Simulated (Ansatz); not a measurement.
Method: DFT PBE, scalar-relativistic, plane waves, PAW in Ansatz. Settings: cutoff 420 eV, Γ-centred meshes spaced at most about 0.3 Å⁻¹, and about 0.25 Å⁻¹ or finer for metals (2π included), Gaussian smearing. No spin polarisation in the final relaxations.

These are static total energies at zero pressure.

Two relaxed structures of SiC:

1.

```
Si C
1.0
     5.60774    0.00000    0.00000
     0.00000    5.60774    0.00000
     0.00000    0.00000    3.02266
Si C
4 4
Direct
  0.09414 0.33399 0.23565
  0.90586 0.66601 0.73565
  0.66601 0.09414 0.98565
  0.33399 0.90586 0.48565
  0.32797 0.12116 0.01435
  0.67203 0.87884 0.51435
  0.87884 0.32797 0.76435
  0.12116 0.67203 0.26435
```

2.

```
Si C
1.0
     0.00000    2.02844    2.02844
     2.02844    0.00000    2.02844
     2.02844    2.02844    0.00000
Si C
1 1
Cartesian
  2.0284 2.0284 2.0284
  0.0000 0.0000 0.0000
```

Task: Which would you expect to be lower, and how large is the difference?

Result: Cell 1 is lower, by 148 meV/atom. Cell 1 has space group P4_3 (No. 78), 11.9 Å³/atom and a gap of 0.93 eV on its mesh; cell 2 has the rock salt type, space group Fm-3m (No. 225), 8.3 Å³/atom and no gap. Counting C atoms around Si (those within 1.25 times the shortest such distance or 1.15 times the sum of covalent radii), cell 1 has Si 4 and cell 2 has Si 6. The lower one is the more open, so pressure narrows the difference. Even the lower one lies +0.39 eV/atom against the reference forms of the elements (uncorrected), so neither is stable at this level. Both come from invented guesses. A third cell relaxed alike, in P6_3mc, lies 0.59 eV/atom below the lower of the two. The part of the Crystallography Open Database at hand lists SiC in space groups No. 36, 156, 160, 186, 216; sharing a group (P6_3mc) doesn't make a cell the listed structure.

Kohn–Sham gaps at this level usually fall short of measured ones. With atoms moved at random, Fm-3m came back. Other cells relaxed within their symmetry can be saddle points.
